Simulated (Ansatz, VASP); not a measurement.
Given: the input of a run of Ansatz 0.2.0 on GaAs. 

Contents of input.yaml:

```yaml
crystal:
  lattice:
    - [0.0, 2.82685, 2.82685]
    - [2.82685, 0.0, 2.82685]
    - [2.82685, 2.82685, 0.0]
  atoms:
    - { symbol: As, position: [0.75, 0.75, 0.75] }
    - { symbol: Ga, position: [0.0, 0.0, 0.0] }
hamiltonian:
  xc: rpbe
  pseudopotentials: { kind: paw }
kpoints:
  mp_grid: { grid: [8, 8, 8] }
scf:
  occupations: { method: fermi_dirac, width: 0.05 }
output:
  forces: true
  stress: true
relax:
  f_tol: 0.01
  max_steps: 40
  cell: { stress_tol: 0.05 }
```

Potentials or basis: Ansatz PAW.

Launch:

```bash
$ ansatz run input.yaml --threads 2 --pin off --max-ram 5120MiB --backend cpu --events-out ev --progress --plain --runs-dir out
```

Translate it to VASP 6.6.1. Potentials or basis there: PBE PAW files As, Ga_d, 600 eV.

As run (cutoffs and basis follow the program's own potentials, and thresholds, step limits or extra output files can differ):

INCAR

```
SYSTEM = GaAs
ALGO     = Fast           ! electronic algorithm
EDIFF    = 1E-6           ! SCF threshold, eV
EDIFFG   = -0.01          ! ionic threshold
ENCUT    = 600            ! plane-wave cutoff, eV
GGA      = RP             ! functional
IBRION   = 2              ! ionic algorithm
ISIF     = 3              ! what is computed and relaxed
ISMEAR   = -1             ! smearing method
LASPH    = .True.         ! aspherical terms in the spheres
LCHARG   = .False.        ! write CHGCAR
LREAL    = .False.        ! projectors in reciprocal space
LWAVE    = .False.        ! write WAVECAR
NELM     = 80             ! most SCF steps
NSW      = 60             ! ionic steps
PREC     = Accurate       ! precision mode
SIGMA    = 0.05           ! smearing width, eV
```

KPOINTS

```
k-points
0
Gamma
  8 8 8
  0 0 0
```

The input POSCAR:

```
GaAs
1.0
    0.0000000000      2.8268500000      2.8268500000
    2.8268500000      0.0000000000      2.8268500000
    2.8268500000      2.8268500000      0.0000000000
As Ga
1 1
Direct
    0.7500000000      0.7500000000      0.7500000000
    0.0000000000      0.0000000000      0.0000000000
```

Potentials or basis: VASP PAW PBE potentials, release 64 (As, Ga_d).

Run with:

```sh
$ cat potpaw_PBE.64/As/POTCAR potpaw_PBE.64/Ga_d/POTCAR > POTCAR
$ mpirun -np 1 vasp_std > vasp.out
```

Both were run:

|  | Ansatz | VASP |
| --- | --- | --- |
| Relaxed volume | 24.45 Å³/atom | 24.52 Å³/atom |
| Relaxed cell | a = 4.104 Å, b = 4.104 Å, c = 4.104 Å, α = 60.00°, β = 60.00°, γ = 60.00° | a = 4.108 Å, b = 4.108 Å, c = 4.108 Å, α = 60.00°, β = 60.00°, γ = 60.00° |
| Space group after relaxing | F-43m (No. 216) | F-43m (No. 216) |
| Pressure after relaxing | 0.0 GPa | -0.1 GPa |

Ansatz's pressure holds a Pulay term of +0.03 GPa for its cutoff of 420 eV, which the other run lacks.

The potentials hold 28 and 18 valence electrons a cell.

Ansatz's potentials were made for PBE. VASP's potentials were made for PBE.

Where Ansatz's input types no cutoff or centring, it takes its own default and a Γ-centred mesh.

Pressure is positive in compression.
